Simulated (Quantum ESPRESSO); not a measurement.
Crystal: La2O3.

```
La O
1.0
     3.93078    0.00000    0.00000
    -1.96539    3.40415    0.00000
     0.00000    0.00000    6.11195
La O
2 3
Direct
  0.33333 0.66667 0.24624
  0.66667 0.33333 0.75376
  0.00000 0.00000 0.00000
  0.33333 0.66667 0.64589
  0.66667 0.33333 0.35411
```

The cell is a database's computed one.

Program: Quantum ESPRESSO 7.5. Alike in all runs: task dielectric tensor; no spin polarisation; cell as given; cutoff (eV) 612; smearing fermi-dirac 0.05 eV.

Problem. Order these runs on this cell by their pressure, lowest first.
A. level PBEsol; potentials or basis GBRV 1.5 PBEsol; k mesh 6 × 6 × 4, shifted; mesh quality not flagged
B. level LDA; potentials or basis GBRV 1.5 LDA; k mesh 4 × 4 × 4, shifted; form of the LDA correlation PZ81; mesh quality coarse
C. level BLYP; potentials or basis GBRV 1.5 PBE; k mesh 4 × 4 × 4, shifted; mesh quality coarse

Solution. B (-5.9 GPa), A (-2.7 GPa), C (7.4 GPa).

Caveats: some runs use coarse meshes; the cell is more than 3 GPa from zero pressure, which shifts response properties (some runs); the potentials were made for another functional, which shifts forces and pressure (some runs).

Runs at the PBE level aren't shown here.
